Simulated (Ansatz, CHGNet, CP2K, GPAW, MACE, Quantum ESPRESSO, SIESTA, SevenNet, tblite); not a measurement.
# Running generalised stacking fault on (110) of BePd (80 atoms) with CP2K, part 2 of 2

Aim: run generalised stacking fault on (110) of BePd (80 atoms) in CP2K and see how near its forces come to a plane-wave reference, and at what cost.

Program: CP2K 2026.2; the method stands at each step. Banners, paths, timers and routine set-up lines are dropped from the logs unmarked, and long logs keep their key lines alone; longer cuts are marked.

So far. Step 2 (PBE, DZVP-MOLOPT-SR, 600/50 Ry, diagonalisation): Forces lie 7.3 % from the reference's, at 9.7 times its CPU time. Step 3 (PBE+D3, DZVP-MOLOPT-SR, 600/50 Ry, diagonalisation): Against the first run (7.3 %), the force difference from the reference is 8.6 %, at 1.00 times the CPU time; the model has changed, so this is no error of the program alone.

### 4. PBE, DZVP-MOLOPT-SR, 600/20 Ry, diagonalisation

Method: Kohn-Sham DFT, PBE, GTH-PBE pseudopotentials, Gaussian and plane waves, DZVP-MOLOPT-SR-GTH, diagonalisation.

input.inp reads:

```
&GLOBAL
  PROJECT cell
  RUN_TYPE ENERGY_FORCE
  PRINT_LEVEL LOW
&END GLOBAL
&FORCE_EVAL
  METHOD QS
  STRESS_TENSOR ANALYTICAL
  &DFT
    BASIS_SET_FILE_NAME BASIS_MOLOPT
    POTENTIAL_FILE_NAME GTH_POTENTIALS
    &MGRID
      CUTOFF 600
      REL_CUTOFF 20
      NGRIDS 5
    &END MGRID
    &QS
      EPS_DEFAULT 1.0E-12
    &END QS
    &SCF
      SCF_GUESS ATOMIC
      EPS_SCF 1.0E-06
      MAX_SCF 200
      ADDED_MOS 64
      &DIAGONALIZATION
        ALGORITHM STANDARD
      &END DIAGONALIZATION
      &SMEAR ON
        METHOD FERMI_DIRAC
        ELECTRONIC_TEMPERATURE [K] 580
      &END SMEAR
      &MIXING
        METHOD BROYDEN_MIXING
        ALPHA 0.15
        NBROYDEN 8
      &END MIXING
      &PRINT
        &RESTART OFF
        &END RESTART
      &END PRINT
    &END SCF
    &XC
      &XC_FUNCTIONAL PBE
      &END XC_FUNCTIONAL
    &END XC
    &PRINT
      &MULLIKEN ON
      &END MULLIKEN
      &HIRSHFELD ON
        SHAPE_FUNCTION DENSITY
      &END HIRSHFELD
      &MO ON
        EIGENVALUES T
        OCCUPATION_NUMBERS T
        MO_INDEX_RANGE 429 452
        &EACH
          QS_SCF 0
        &END EACH
        ADD_LAST NUMERIC
      &END MO
    &END PRINT
  &END DFT
  &SUBSYS
    &CELL
      A 5.62600 0.00000 0.00000
      B 0.00000 7.95637 0.00000
      C 2.10975 0.00000 19.89091
    &END CELL
    &COORD
[... 80 atom lines left out: the same atoms as in the first run ...]
    &END COORD
    &KIND Be
      BASIS_SET DZVP-MOLOPT-SR-GTH-q4
      POTENTIAL GTH-PBE-q4
    &END KIND
    &KIND Pd
      BASIS_SET DZVP-MOLOPT-SR-GTH-q18
      POTENTIAL GTH-PBE-q18
    &END KIND
  &END SUBSYS
  &PRINT
    &FORCES ON
    &END FORCES
    &STRESS_TENSOR ON
    &END STRESS_TENSOR
  &END PRINT
&END FORCE_EVAL
```

Launch:

```console
> OMP_NUM_THREADS=1 mpirun -np 4 cp2k.psmp -i input.inp > output.txt
```

Numbers of over 12 decimals in the logs are rounded to 6 here.

The program printed:

```text
CP2K| version string:                                       CP2K version 2026.2
 CP2K| Input file name                                                 input.inp
 GLOBAL| Basis set file name                                        BASIS_MOLOPT
 GLOBAL| Potential file name                                      GTH_POTENTIALS
 GLOBAL| Run type                                                   ENERGY_FORCE
 GLOBAL| Total number of message passing processes                             4
 GLOBAL| Number of threads for this process                                    1
 TOTAL NUMBERS AND MAXIMUM NUMBERS
  Total number of            - Atomic kinds:                                   2
                             - Atoms:                                         80
[... lines left out ...]
                        Smear method:                                FERMI_DIRAC
[... lines left out ...]
 Number of electrons:                                                        880
[... lines left out ...]
  Step     Update method      Time    Convergence         Total energy    Change
[... lines left out ...]
  *** SCF run converged in    19 steps ***
[... lines left out ...]
  Fermi energy:                                                 0.483080
  Total energy:                                             -5677.668646
  Total energy (extrapolated to T->0):                      -5677.662241
[... lines left out ...]
 MO| E(Fermi):            0.483080 a.u.         13.145268 eV
[... lines left out ...]
 !-----------------------------------------------------------------------------!
 !-----------------------------------------------------------------------------!
                           Hirshfeld Charges
  #Atom  Element  Kind  Ref Charge     Population                    Net charge
      1       Be     1       4.000          4.215                        -0.215
      2       Pd     2      18.000         17.774                         0.226
      3       Be     1       4.000          4.221                        -0.221
[...]
79       Be     1       4.000          4.238                        -0.238
     80       Pd     2      18.000         17.770                         0.230
  Total Charge                                                           -0.000
 !-----------------------------------------------------------------------------!
 ENERGY| Total FORCE_EVAL ( QS ) energy [hartree]          -5677.668674
 FORCES| Atomic forces [hartree/bohr]
 FORCES|   Atom     x               y               z               |f|
 FORCES|      1 -4.64274526E-03 -1.11741349E-03 -1.62649264E-02   1.69514461E-02
 FORCES|      2 -5.00871715E-02  6.40927807E-03  2.37957514E-02   5.58215136E-02
 FORCES|      3 -1.52065894E-02 -3.43126874E-03 -3.07816570E-02   3.45039762E-02
[...]
FORCES|     79 -3.68000895E-03 -8.30488657E-03 -8.96234656E-03   1.27607705E-02
 FORCES|     80  5.01324369E-02  2.12520387E-02 -2.05323089E-02   5.81935227E-02
 FORCES| Sum    -8.84305635E-03  4.38332589E-02  1.83618730E-01
 FORCES| Total atomic force                                       1.88985164E-01
 STRESS| Analytical stress tensor [bar]
 STRESS|                        x                   y                   z
 STRESS|      x        1.70198439986E+05  -5.37676902441E+02   1.10326369503E+04
 STRESS|      y       -5.37676902441E+02   6.31696268058E+04   2.22142055491E+03
 STRESS|      z        1.10326369503E+04   2.22142055491E+03   1.11138296974E+05
 STRESS| 1/3 Trace                                             1.14835454589E+05
```

Wall time 2.1 min (4 MPI ranks of Arm Neoverse V1, shared host); peak memory 4.3 GiB; 8.3 min of CPU time.

Compared with the plane-wave run:

| Property | Result |
| --- | --- |
| r.m.s. force component | 1.209 eV/Å |
| r.m.s. difference of force components | 1126 meV/Å |
| longest difference of force vectors | 4091 meV/Å |
| force difference over r.m.s. force | 307.6 % |
| slope of forces against the reference's | 1.232 |
| correlation of force components | 0.3729 |
| pressure | 11.48 GPa |
| pressure difference | 3.912 GPa |
| energy less the same-level run's | -14.71 meV/atom |
| r.m.s. force difference from the same-level run | 1124 meV/Å |

This is a coarse setting, run to see what it loses.

Against the first run (7.3 %), the force difference from the reference is 308 %, at 0.67 times the CPU time: the grid matters here.

The difference per atom is largest on Pd (2.6 eV/Å on average, against 0.072 on Be). The forces add up to 9.7 eV/Å instead of zero, usually a sign of too coarse a grid.

### 5. LDA, DZVP-MOLOPT-SR, 600/50 Ry, diagonalisation

Method: Kohn-Sham DFT, LDA, GTH-PADE pseudopotentials, Gaussian and plane waves, DZVP-MOLOPT-SR-GTH, diagonalisation.

Changes to input.inp since step 4:

```diff
@@ -13,3 +13,3 @@
       CUTOFF 600
-      REL_CUTOFF 20
+      REL_CUTOFF 50
       NGRIDS 5
@@ -42,3 +42,3 @@
     &XC
-      &XC_FUNCTIONAL PBE
+      &XC_FUNCTIONAL PADE
       &END XC_FUNCTIONAL
@@ -68,8 +68,9 @@
     &END CELL
-    &COORD
-[... 80 atom lines left out: the same atoms as in the first run ...]
-    &END COORD
+    &TOPOLOGY
+      COORD_FILE_NAME structure.xyz
+      COORD_FILE_FORMAT XYZ
+    &END TOPOLOGY
     &KIND Be
       BASIS_SET DZVP-MOLOPT-SR-GTH-q4
-      POTENTIAL GTH-PBE-q4
+      POTENTIAL GTH-PADE-q4
     &END KIND
@@ -77,3 +78,3 @@
       BASIS_SET DZVP-MOLOPT-SR-GTH-q18
-      POTENTIAL GTH-PBE-q18
+      POTENTIAL GTH-PADE-q18
     &END KIND
```

structure.xyz reads:

```xyz
80

Be 5.58505 7.94690 19.87559
Pd 1.38902 7.93656 1.96065
Be 0.67628 0.01878 0.02526
Pd 4.27701 0.00947 1.99824
Be 5.54807 3.99211 19.87122
Pd 1.43739 3.98200 2.01037
Be 2.77636 3.98781 19.86744
Pd 4.20584 4.03730 2.03265
Be 5.59144 1.99132 1.97616
Pd 1.37122 1.99776 3.92249
Be 2.80173 1.95743 1.99207
Pd 4.20538 2.05624 3.98455
Be 5.66657 7.93513 3.92627
Pd 1.38495 0.01520 5.98259
Be 2.74403 0.00501 4.00106
Pd 4.19636 0.00676 5.91615
Be 5.56964 5.95773 2.04121
Pd 1.46538 5.95749 3.96844
Be 2.78953 5.95964 1.95448
Pd 4.18855 5.96338 3.93462
[... 56 atom lines left out ...]
Be 5.64837 6.00173 17.89207
Pd 4.95892 5.92057 0.02486
Be 2.81308 6.01732 17.91534
Pd 2.10692 5.92941 0.00676
```

The program printed:

```text
CP2K| version string:                                       CP2K version 2026.2
 CP2K| Input file name                                                 input.inp
 GLOBAL| Basis set file name                                        BASIS_MOLOPT
 GLOBAL| Potential file name                                      GTH_POTENTIALS
 GLOBAL| Run type                                                   ENERGY_FORCE
 GLOBAL| Total number of message passing processes                             4
 GLOBAL| Number of threads for this process                                    1
 TOTAL NUMBERS AND MAXIMUM NUMBERS
  Total number of            - Atomic kinds:                                   2
                             - Atoms:                                         80
[... lines left out ...]
                        Smear method:                                FERMI_DIRAC
[... lines left out ...]
 Number of electrons:                                                        880
[... lines left out ...]
  Step     Update method      Time    Convergence         Total energy    Change
[... lines left out ...]
  *** SCF run converged in    20 steps ***
[... lines left out ...]
  Fermi energy:                                                 0.472927
  Total energy:                                             -5657.812976
  Total energy (extrapolated to T->0):                      -5657.806199
[... lines left out ...]
 MO| E(Fermi):            0.472927 a.u.         12.868993 eV
[... lines left out ...]
 !-----------------------------------------------------------------------------!
 !-----------------------------------------------------------------------------!
                           Hirshfeld Charges
  #Atom  Element  Kind  Ref Charge     Population                    Net charge
      1       Be     1       4.000          4.221                        -0.221
      2       Pd     2      18.000         17.763                         0.237
      3       Be     1       4.000          4.231                        -0.231
[...]
79       Be     1       4.000          4.245                        -0.245
     80       Pd     2      18.000         17.767                         0.233
  Total Charge                                                           -0.000
 !-----------------------------------------------------------------------------!
 ENERGY| Total FORCE_EVAL ( QS ) energy [hartree]          -5657.812998
 FORCES| Atomic forces [hartree/bohr]
 FORCES|   Atom     x               y               z               |f|
 FORCES|      1 -3.20891070E-03 -1.28635956E-03 -1.44201059E-02   1.48287317E-02
 FORCES|      2  8.94356016E-03 -2.48686991E-03  5.57405808E-03   1.08278305E-02
 FORCES|      3 -1.25625435E-02 -2.96817064E-03 -2.73927468E-02   3.02818446E-02
[...]
FORCES|     79 -3.48716017E-03 -8.46728842E-03 -7.58745890E-03   1.18922156E-02
 FORCES|     80  5.57124230E-03  5.72450454E-03 -1.15422312E-02   1.40368014E-02
 FORCES| Sum    -6.12787985E-05 -4.51984520E-05  3.91873653E-05
 FORCES| Total atomic force                                       8.56366791E-05
 STRESS| Analytical stress tensor [bar]
 STRESS|                        x                   y                   z
 STRESS|      x       -6.30325159281E+03  -6.02402920720E+02   1.26979301374E+04
 STRESS|      y       -6.02402920720E+02  -1.26966293593E+05   1.86294262946E+03
 STRESS|      z        1.26979301374E+04   1.86294262946E+03  -7.35952787847E+04
 STRESS| 1/3 Trace                                            -6.89549413235E+04
```

The job ended after 3.1 min (4 MPI ranks; peak memory 4.4 GiB; 12 min of CPU time).

Numbers from this run, and their distance from the reference:

```
r.m.s. force component                  : 0.3383 eV/Å
r.m.s. difference of force components   : 39.9 meV/Å
longest difference of force vectors     : 212.1 meV/Å
force difference over r.m.s. force      : 10.9 %
slope of forces against the reference's : 0.9216
correlation of force components         : 0.9966
pressure                                : -6.896 GPa
pressure difference                     : -14.47 GPa
```

Against the first run (7.3 %), the force difference from the reference is 11 %, at 1.00 times the CPU time; the model has changed, so this is no error of the program alone.

### 6. Side by side

Differences are against the plane-wave reference, forces as r.m.s. over components; share is that over the reference's r.m.s. force, slope the least-squares factor from reference forces to these. Total energies of different programs have different zeros and aren't compared.

| run | Δ force, r.m.s. (meV/Å) | share (%) | slope | Δ pressure (GPa) | cores | CPU time | memory (GiB) |
| --- | --- | --- | --- | --- | --- | --- | --- |
| reference | - | - | - | - | 4 | 76 s | 1.4 |
| CP2K PBE, DZVP-MOLOPT-SR, 600/50 Ry, diagonalisation | 26.6 | 7.27 | 1.055 | 1.50 | 4 | 12 min | 4.3 |
| CP2K PBE+D3, DZVP-MOLOPT-SR, 600/50 Ry, diagonalisation | 31.4 | 8.58 | 1.036 | -6.40 | 4 | 12 min | 4.4 |
| CP2K PBE, DZVP-MOLOPT-SR, 600/20 Ry, diagonalisation (coarse) | 1126 | 308 | 1.232 | 3.91 | 4 | 8.3 min | 4.3 |
| CP2K LDA, DZVP-MOLOPT-SR, 600/50 Ry, diagonalisation | 39.9 | 10.9 | 0.922 | -14.5 | 4 | 12 min | 4.4 |

Rows marked coarse were listed beforehand as settings not expected to be converged; some can still land near the reference.

CPU time is summed over cores on a shared host, where runs went side by side, so it is rough. Symmetry, cutoffs, thresholds, outputs and thread counts weren't matched or tuned between programs; memory under MPI is the largest rank's times the ranks.

Mean charges by element (e), by run and scheme:

| run | scheme | Be | Pd |
| --- | --- | --- | --- |
| CP2K PBE, DZVP-MOLOPT-SR, 600/50 Ry, diagonalisation | Mulliken | +0.53 | -0.53 |
| CP2K PBE, DZVP-MOLOPT-SR, 600/50 Ry, diagonalisation | Hirshfeld | -0.23 | +0.23 |
| CP2K PBE+D3, DZVP-MOLOPT-SR, 600/50 Ry, diagonalisation | Mulliken | +0.53 | -0.53 |
| CP2K PBE+D3, DZVP-MOLOPT-SR, 600/50 Ry, diagonalisation | Hirshfeld | -0.23 | +0.23 |
| CP2K LDA, DZVP-MOLOPT-SR, 600/50 Ry, diagonalisation | Mulliken | +0.56 | -0.56 |
| CP2K LDA, DZVP-MOLOPT-SR, 600/50 Ry, diagonalisation | Hirshfeld | -0.23 | +0.23 |

Within one program, basis, potentials and functional, energies share a zero. Each run against its twin at the usual cutoff or grid and solver:

| run | twin | Δ energy (meV/atom) | Δ force, r.m.s. (meV/Å) | CPU time over the twin's |
| --- | --- | --- | --- | --- |
| CP2K PBE, DZVP-MOLOPT-SR, 600/20 Ry, diagonalisation | DZVP-MOLOPT-SR, 600/50 Ry, diagonalisation | -14.7 | 1124 | 0.67 |

Further runs of this program without a result: CP2K PBE, SZV-MOLOPT-SR, 600/50 Ry, diagonalisation (stopped at the start).

### 7. Outcome

* nearest in forces: CP2K PBE, DZVP-MOLOPT-SR, 600/50 Ry, diagonalisation, 7.3 %
* its CPU time: 12 min

The PBE run in local orbitals, coarse settings apart, differs by 7.3 % (CP2K PBE, DZVP-MOLOPT-SR, 600/50 Ry, diagonalisation); basis, grid and potentials can all enter. Rows with another functional or a dispersion term differ by 8.6 % (CP2K PBE+D3, DZVP-MOLOPT-SR, 600/50 Ry, diagonalisation) to 11 % (CP2K LDA, DZVP-MOLOPT-SR, 600/50 Ry, diagonalisation), which mixes the change of model with differences of basis and potentials. Runs with settings chosen to be coarse differ by 308 % (CP2K PBE, DZVP-MOLOPT-SR, 600/20 Ry, diagonalisation), their programs' other errors included. None of the electronic-structure runs in the table takes under half the reference's CPU time of 76 s; they take 6.5 to 9.7 times as much. In pressure, CP2K PBE, DZVP-MOLOPT-SR, 600/20 Ry, diagonalisation misses by +3.9 GPa, at the same functional. Charges hang on scheme and program or settings: among these rows the mean for Be runs from -0.23 to +0.56 e, even in sign. The potentials hold different valence shells: 800 electrons in the reference, 880 in CP2K with DZVP-MOLOPT-SR; this bears on time and differences. The cell is under 6 Å thick along one periodic direction, so every atom has periodic images of itself close by, which move with it and show among its neighbours and in g(r). The reference's stress is far from hydrostatic: its diagonal is 16.7, 0.6, 5.4 GPa, compression counted positive. The host structure and its lattice constant were typed by rule, without a check against the phase diagram. The reference's pressure of 7.6 GPa says that the cell would expand at this level of theory. The electronic-structure runs sample only Γ, in a cell whose shortest periodic width is 6 Å, which is coarse for a cell with partly filled levels.

[Also dropped from logs without a mark: logging warnings of Python, and SIESTA's first energy breakdown and zero terms.]

[Logs are printed without paths, hosts, clocks, repeated set-up lines and the standing remarks that a program may print on its own settings, such as how far it seeks lower states.]

[Hosts, paths, dates, database ids (printed as entryN), source tags and the programs' standing remarks are cut or masked in the printed files.]
